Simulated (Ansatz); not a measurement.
**WS2 under changes of volume**

One of the cells (49.592 Å³/atom); the others are scaled copies at fixed shape and fractional positions:

```
W S
1.0
     3.18352    0.00000    0.00000
    -1.59176    2.75701    0.00000
     0.00000    0.00000   16.95058
W S
1 2
Cartesian
  0.0000 0.0000 0.0000
  0.0000 1.8380 1.5595
  0.0000 1.8380 15.3911
```

| Quantity | Value |
| --- | --- |
| Program | Ansatz 0.2.0 |
| Functional | PBEsol |
| Potentials or basis | all-electron LAPW, scalar-relativistic |
| Cutoff | 283 eV (chosen from the basis error) |
| Basis error allowed | 0.001 eV/atom |
| k mesh | 10 × 10 × 2 |
| Occupations | fermi-dirac, width 0.05 eV |
| Spin | no spin polarisation |

```csv
volume (Å³/atom),energy over the lowest point (meV/atom),gap on the mesh (eV),largest force (eV/Å)
46.616,18.10,2.17,1.077
47.608,4.74,2.11,0.645
48.600,0.00,2.04,0.245
49.592,?,?,?
50.583,12.93,1.93,0.465
51.575,29.10,1.88,0.781
52.567,50.85,1.82,1.073
```

Problem. What does the run at 49.592 Å³/atom give?

Solution. Energy over the lowest point 3.00 meV/atom; gap on the mesh 1.99 eV; largest force 0.124 eV/Å.

Worked out: A Birch-Murnaghan fit of order 3 (a polynomial in V^(-2/3)) to the other rows has its minimum at 48.69 Å³/atom with B0 = V·E''(V) = 61 GPa and B' = 4.3 at fixed shape and positions, which overstates the stiffness. It gives 3.00 meV/atom at 49.592 Å³/atom, against the run's 3.00. A straight line through the other rows of the gap, of slope -2.89 eV per unit of ln V, gives 1.99 eV, against the run's 1.99.

Energies are extrapolated to zero smearing.

Caveats: spin-orbit coupling is left out, which moves the levels of the heavy elements.

A mesh can miss the band edges.

The runs don't all hold the same shells in valence.
